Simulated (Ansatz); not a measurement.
## TiO₂: ¹⁷O NMR of the central transition

Cell: a computed structure from the Materials Project (it need not be an observed phase), atoms as given.

```cif
data_TiO2
_symmetry_space_group_name_H-M 'Imma'
_symmetry_Int_Tables_number 74
_cell_length_a 5.9463
_cell_length_b 6.5747
_cell_length_c 6.5748
_cell_angle_alpha 90.000
_cell_angle_beta 90.000
_cell_angle_gamma 90.000
loop_
_atom_site_label
_atom_site_type_symbol
_atom_site_symmetry_multiplicity
_atom_site_Wyckoff_symbol
_atom_site_fract_x
_atom_site_fract_y
_atom_site_fract_z
Ti1 Ti 4 e 0.5000 0.2500 0.2548
Ti3 Ti 4 d 0.2500 0.2500 0.7500
O5 O 8 i 0.2499 0.2500 0.0549
O6 O 8 h 0.5000 0.4451 0.7504
```

One atom of each set is listed; the run and its k-mesh use a cell of 12 atoms with edges of 5.52, 5.52, 5.52 Å.

Level of theory: DFT, PBE, plane waves and PAW (field gradients read without the response of the frozen cores, which leaves them typically 4 to 6 % off), scalar-relativistic, 420 eV cutoff, Γ-centred 6×6×6 k-points, Fermi–Dirac smearing 0.02 eV (Ansatz 0.2.0).

¹⁷O has I = 5/2 and Q = -25.58 mb (Pyykkö 2018); at 9.4 T its Larmor frequency is ν₀ = 54.3 MHz. Only the quadrupole interaction is simulated: positions count from each site's isotropic chemical shift, and J coupling is left out, as are shift anisotropy and dipolar coupling, which fast spinning averages.

(1) What does the ¹⁷O spectrum (fast magic-angle spinning) show for each site?

Results:

(1) 

| site | first shell | C_Q (MHz) | η | P_Q (MHz) | δ_QIS (ppm) | breadth (kHz) |
| --- | --- | --- | --- | --- | --- | --- |
| O5 | 3 Ti at 1.94–2.00 Å | -1.64 | 0.90 | 1.85 | -6.98 | 0.846 |
| O6 | 3 Ti at 1.96–2.00 Å | -1.64 | 0.91 | 1.85 | -7.00 | 0.846 |

δ_QIS = −(ν_Q²/30ν₀²)[I(I+1) − 3/4](1 + η²/3) × 10⁶ ppm with ν_Q = 3|C_Q|/[2I(2I−1)]; it falls as 1/B₀² in ppm, and the breadth as 1/B₀ in kHz.

The run took 11 s of wall time (11 s of CPU time) and 0.62 GiB at its peak, on 1 thread of Intel Xeon 6975P-C (Granite Rapids) (x86_64; 16 cores open to the job, memory cap 3.0 GiB, no GPU), a shared host with a load of 0.1 a core.
